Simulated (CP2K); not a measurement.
ZrC:

```
Zr C
1.0
     3.34462    0.00000    0.00000
     1.67231    2.89652    0.00000
     1.67231    0.96551    2.73087
Zr C
1 1
Direct
  0.50000 0.50000 0.50000
  0.00000 0.00000 0.00000
```

Program: CP2K 2026.2. Alike in all runs: task band structure; no spin polarisation; cell as given; k mesh 10 × 10 × 10. Hardware: 2 threads of Intel(R) Xeon(R) Platinum 8488C (Sapphire Rapids), with other jobs on the host.

Problem. Order these runs on this cell by their wall time, lowest first.
A. level LDA; potentials or basis GTH_POTENTIALS Zr GTH-PADE-q12, C GTH-PADE-q4; TZVP-MOLOPT-PBE-GTH basis; smearing fermi-dirac 0.1 eV; points a segment of the path (NPOINTS) 10; bands added on the path 4; CUTOFF of the grids 450 Ry
B. level TB-mBJ; potentials or basis POTENTIAL_UZH Zr GTH-PBE-q12, C GTH-PBE-q4; TZVP-MOLOPT-PBE-GTH basis; smearing fermi-dirac 0.05 eV; points a segment of the path (NPOINTS) 8; bands added on the path 4; CUTOFF of the grids 700 Ry
C. level r2SCAN; potentials or basis POTENTIAL_UZH Zr GTH-SCAN-q12, C GTH-SCAN-q4; TZVP-MOLOPT-SCAN-GTH basis; smearing fermi-dirac 0.0259 eV; points a segment of the path (NPOINTS) 10; bands added on the path 6; CUTOFF of the grids 700 Ry

Solution. A (69 s), C (220 s), B (890 s).

Caveats: this is a model potential without an energy functional, so only levels have meaning (some runs).

Not every run made on this cell is shown here.
